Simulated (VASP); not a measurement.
# WS2 (P4/mmm) in VASP: electric field gradients with revPBE+U

Aim: the electric field gradients of WS2 with revPBE+U.

Program: VASP 6.6.1. These are calculated values, not measurements. Logs are shortened: lines on timing, memory, paths and dates and some standing lists are left out, and cuts for length are marked.

### 1 The undisturbed crystal

It takes space group P4/mmm (No. 123, tetragonal). Conventional cell: a = 3.406 Å, b = 3.406 Å, c = 10.757 Å, α = 90.00°, β = 90.00°, γ = 90.00°. W (site symmetry 4/mmm) has 4 W at 3.41 Å as nearest neighbours. Around S (site symmetry 4mm) lie 1 S at 1.82 Å.

The cell was built by a generator and needn't be a form met in nature.

### 2 Electric field gradients, revPBE+U (volume scaled by 0.88)

File INCAR:

```
SYSTEM = WS2
PREC     = Accurate       ! precision mode
ENCUT    = 520            ! plane-wave cutoff, eV
EDIFF    = 1E-8           ! SCF threshold, eV
ISMEAR   = 0              ! smearing method
SIGMA    = 0.01           ! smearing width, eV
LREAL    = .FALSE.        ! projectors in reciprocal space
LASPH    = .TRUE.         ! aspherical terms in the spheres
NELM     = 80             ! most SCF steps
ALGO     = Normal         ! electronic algorithm
ISIF     = 2              ! what is computed and relaxed
LWAVE    = .FALSE.        ! write WAVECAR
LCHARG   = .FALSE.        ! write CHGCAR
LMAXMIX  = 4              ! l up to which the mixer works
LDAU     = .TRUE.         ! DFT+U
LDAUTYPE = 2            
LDAUL    = 2 -1           ! shell
LDAUU    = 8 0            ! U, eV
LDAUJ    = 0 0          
LDAUPRINT= 1            
GGA      = RE             ! functional
LEFG     = .TRUE.
```

File KPOINTS:

```
regular mesh
0
G
  8 8 3
  0 0 0
```

File POSCAR:

```
WS2
1.0
    3.2641213718      0.0000000000      0.0000000000
    0.0000000000      3.2641213718      0.0000000000
    0.0000000000      0.0000000000     10.3085325648
W S
1 2
Cartesian
    1.6320606859      1.6320606859      5.1542662824
    1.6320606859      1.6320606859      9.4377043290
    1.6320606859      1.6320606859      0.8708282358
```

Potentials or basis: VASP PAW PBE potentials, release 64 (W_sv, S).

Started as:

```
> cat potpaw_PBE.64/W_sv/POTCAR potpaw_PBE.64/S/POTCAR > POTCAR
> mpirun -np 1 vasp_std > vasp.out
```

OUTCAR:

```text
SYSTEM = WS2
   PREC = Accurate
   ENCUT = 520
   EDIFF = 1E-8
   ISMEAR = 0
   LREAL = .FALSE.
   LASPH = .TRUE.
   NELM = 80
   ISIF = 2
   GGA = RE

 ion  position               nearest neighbor table
   1  0.500  0.500  0.500-
   2  0.500  0.500  0.916-   3 1.74
   3  0.500  0.500  0.084-   2 1.74

  LATTYP: Found a simple tetragonal cell.
 ALAT       =     3.2641213718
 C/A-ratio  =     3.1581339634

  Lattice vectors:

 A1 = (   3.2641213718,   0.0000000000,   0.0000000000)
 A2 = (   0.0000000000,   3.2641213718,   0.0000000000)
 A3 = (   0.0000000000,   0.0000000000,  10.3085325648)

Analysis of symmetry for initial positions (statically):
=====================================================================
 Subroutine PRICEL returns:
 Original cell was already a primitive cell.

 Routine SETGRP: Setting up the symmetry group for a
 simple tetragonal supercell.

 Subroutine GETGRP returns: Found 16 space group operations
 (whereof 16 operations were pure point group operations)
 out of a pool of 16 trial point group operations.

The static configuration has the point symmetry D_4h.

Analysis of symmetry for dynamics (positions and initial velocities):
=====================================================================
 Subroutine PRICEL returns:
 Original cell was already a primitive cell.

 Routine SETGRP: Setting up the symmetry group for a
 simple tetragonal supercell.

 Subroutine GETGRP returns: Found 16 space group operations
 (whereof 16 operations were pure point group operations)
 out of a pool of 16 trial point group operations.

The dynamic configuration has the point symmetry D_4h.

 Subroutine INISYM returns: Found 16 space group operations
 (whereof 16 operations are pure point group operations),
 and found     1 'primitive' translations

----------------------------------------------------------------------------------------

                                     Primitive cell

  volume of cell :     109.8321

  direct lattice vectors                    reciprocal lattice vectors
     3.264121372  0.000000000  0.000000000     0.306361157  0.000000000  0.000000000
     0.000000000  3.264121372  0.000000000     0.000000000  0.306361157  0.000000000
     0.000000000  0.000000000 10.308532565     0.000000000  0.000000000  0.097007018
[... 168 lines left out ...]
  free energy    TOTEN  =        -5.72430153 eV

  energy without entropy =       -5.72405219  energy(sigma->0) =       -5.72417686

 E-fermi :   1.4885     XC(G=0):  -7.4428

 val. band max:        1.4857271827   @ k =   0.1250   0.1250   0.3333
 cond. band min:       1.5730214289   @ k =   0.1250   0.0000   0.0000
 fundamental gap:      0.0872942462
 Fermi energy:         1.4884699945

 k-point     1 :       0.0000    0.0000    0.0000
  band No.  band energies     occupation
      1     -73.9397      2.00000
      2     -38.2887      2.00000
      3     -37.7429      2.00000
      4     -37.7429      2.00000
      5     -15.9603      2.00000
      6      -9.1711      2.00000
[... 457 lines left out ...]
      4     -37.7520      2.00000
      5     -15.4516      2.00000
      6      -8.3889      2.00000
[... 9 lines left out ...]
     16       3.0039      0.00000
     17       4.5791      0.00000

 [... further k-points ...]

------------------------ aborting loop because EDIFF is reached ----------------------------------------

  FORCE on cell =-STRESS in cart. coord.  units (eV):
  Direction    XX          YY          ZZ          XY          YZ          ZX
  --------------------------------------------------------------------------------------
  -------------------------------------------------------------------------------------
  Total       -7.3135380     -7.3135380     11.8939769      0.0000000     -0.0000000      0.0000000
  in kB     -106.6863019   -106.6863019    173.5034956      0.0000000     -0.0000000      0.0000000
  external PRESSURE =     -13.2897027 kB  Pullay stress =       0.0000000 kB

 VOLUME and BASIS-vectors are now :
 -----------------------------------------------------------------------------
  energy-cutoff  :      520.00
  volume of cell :      109.83
      direct lattice vectors                 reciprocal lattice vectors
     3.264121372  0.000000000  0.000000000     0.306361157  0.000000000  0.000000000
     0.000000000  3.264121372  0.000000000     0.000000000  0.306361157  0.000000000
     0.000000000  0.000000000 10.308532565     0.000000000  0.000000000  0.097007018

 POSITION                                       TOTAL-FORCE (eV/Angst)
 -----------------------------------------------------------------------------------
      1.63206      1.63206      5.15427         0.000000      0.000000      0.000000
      1.63206      1.63206      9.43770        -0.000000      0.000000     -6.737485
      1.63206      1.63206      0.87083         0.000000     -0.000000      6.737485
 -----------------------------------------------------------------------------------
    total drift:                                0.000000     -0.000000      0.000000

  FREE ENERGIE OF THE ION-ELECTRON SYSTEM (eV)
  ---------------------------------------------------
  free  energy   TOTEN  =        -5.7243015335 eV

  energy  without entropy=       -5.7240521863  energy(sigma->0) =       -5.72417686

 Electric field gradients (V/A^2)
---------------------------------------------------------------------
 ion       V_xx      V_yy      V_zz      V_xy      V_xz      V_yz
---------------------------------------------------------------------
   1    -197.055  -197.055   394.110    -0.000    -0.000     0.000
   2      -9.756    -9.756    19.513    -0.000    -0.000    -0.000
   3      -9.756    -9.756    19.513     0.000     0.000     0.000
---------------------------------------------------------------------

 Electric field gradients after diagonalization (V/A^2)
 (convention: |V_zz| > |V_xx| > |V_yy|)
----------------------------------------------------------------------
 ion       V_xx      V_yy      V_zz     asymmetry (V_yy - V_xx)/ V_zz
----------------------------------------------------------------------
   1    -197.055  -197.055   394.110       0.000
   2      -9.756    -9.756    19.513       0.000
   3      -9.756    -9.756    19.513       0.000
----------------------------------------------------------------------

           NMR quadrupolar parameters

 Cq : quadrupolar parameter    Cq=e*Q*V_zz/h
 eta: asymmetry parameters     (V_yy - V_xx)/ V_zz
 Q  : nuclear electric quadrupole moment in mb (millibarn)
----------------------------------------------------------------------
 ion       Cq(MHz)       eta       Q (mb)
----------------------------------------------------------------------
   1       0.953       0.000       1.000
   2       0.047       0.000       1.000
   3       0.047       0.000       1.000
----------------------------------------------------------------------
```

stdout:

```text
POSCAR found type information on POSCAR W S
 POSCAR found :  2 types and       3 ions
 scaLAPACK will be used
 -----------------------------------------------------------------------------
|                                                                             |
|                                                                             |
|     You enforced a specific xc type in the INCAR file but a different       |
|     I HOPE YOU KNOW WHAT YOU ARE DOING!                                     |
|                                                                             |
 -----------------------------------------------------------------------------

 LDA part: xc-table for (Slater+PW92), standard interpolation
 POSCAR, INCAR and KPOINTS ok, starting setup
 FFT: planning ... GRIDC
 FFT: planning ... GRID_SOFT
 FFT: planning ... GRID
 WAVECAR not read
 entering main loop
ion   1

ion   2

ion   3
```

Run time: 57 s. Hardware: 1 thread of Intel Xeon 6975P-C (Granite Rapids), shared host; peak memory 0.23 GiB.

Results:

| Item | Value |
| --- | --- |
| Free energy | -5.7243 eV |
| Pressure | -1.3 GPa |
| Largest force | 6.737 eV/Å |
| Band gap on the k mesh | none (metal or under the smearing width) |

Forces in eV/Å, atoms in the order of the input:
```
W    0.000  0.000  0.000
S    0.000  0.000 -6.737
S    0.000  0.000  6.737
```

Levels at points of the mesh, in eV from the Fermi level:
```
           k point  band 10  band 11  band 12  band 13  band 14  band 15  band 16  band 17
(0.00, 0.00, 0.00)    -3.12    -2.20     0.81     0.81     0.95     1.52     1.57     1.57
(0.50, 0.00, 0.00)    -2.55    -1.75    -1.19     0.69     1.00     1.50     1.95     3.01
(0.50, 0.50, 0.00)    -1.02    -1.02    -0.68    -0.68    -0.19     2.10     2.23     3.73
```

Electric field gradients, principal values (V/Å²):
| atom | Vxx | Vyy | Vzz |
| --- | --- | --- | --- |
| 1 W | -197.055 | -197.055 | 394.110 |
| 2 S | -9.756 | -9.756 | 19.513 |
| 3 S | -9.756 | -9.756 | 19.513 |

Eigenvalues of the final occupation matrices:
```
    site  spin  trace               eigenvalues
site 1 d     1   1.46  0.01 0.07 0.43 0.43 0.52
site 1 d     2   1.46  0.01 0.07 0.43 0.43 0.52
```

Caveat: the PAW data sets were made with another functional, which shifts forces and pressure a little; this functional lacks dispersion, which binds the layers, so the pressure and a relaxed spacing across them are unreliable; U without spin polarisation on a metal has little footing.
